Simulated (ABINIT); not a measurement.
## Ge: single point with PBE

Ge:

```
CELL_PARAMETERS angstrom
5.24058 0.00000 0.00000
0.00000 5.24058 0.00000
0.00000 0.00000 2.65536
ATOMIC_POSITIONS crystal
Ge 0.00000 0.00000 0.00000
Ge 0.00000 0.50000 0.00000
Ge 0.50000 0.00000 0.00000
```

The cell was built by a generator and needn't be a form met in nature.

```
Program             : ABINIT 10.8.3 (patched build)
Task                : single point
Functional          : PBE
Potentials or basis : JTH PAW PBE v2.0
Cutoff              : 599 eV
k mesh              : 5 × 5 × 10
Occupations         : fermi-dirac, width 0.05 eV
Spin                : no spin polarisation
Fine-grid cutoff    : 1197.3 eV
```

```
Pressure                                              : -0.6 GPa
Band gap on the k mesh                                : none (metal or under the smearing width)
Valence electrons inside the program's atomic spheres : Ge 12.29, 12.17 (radii [1.2196] Å)
```

Stress tensor (GPa, compression positive):
```
-0.72  0.00  0.00
 0.00 -0.72  0.00
 0.00  0.00 -0.46
```

Levels at points of the mesh, in eV from the Fermi level:
```
           k point  band 19  band 20  band 21  band 22  band 23  band 24
(0.00, 0.00, 0.00)    -5.00    -5.00     0.09     0.09     4.00     4.43
(0.00, 0.00, 0.50)    -2.49    -1.78    -1.78    -1.70    -0.64     3.44
```

Wall time 120 s on 1 thread of Arm Neoverse V1, on a shared host, peak memory 0.18 GiB.
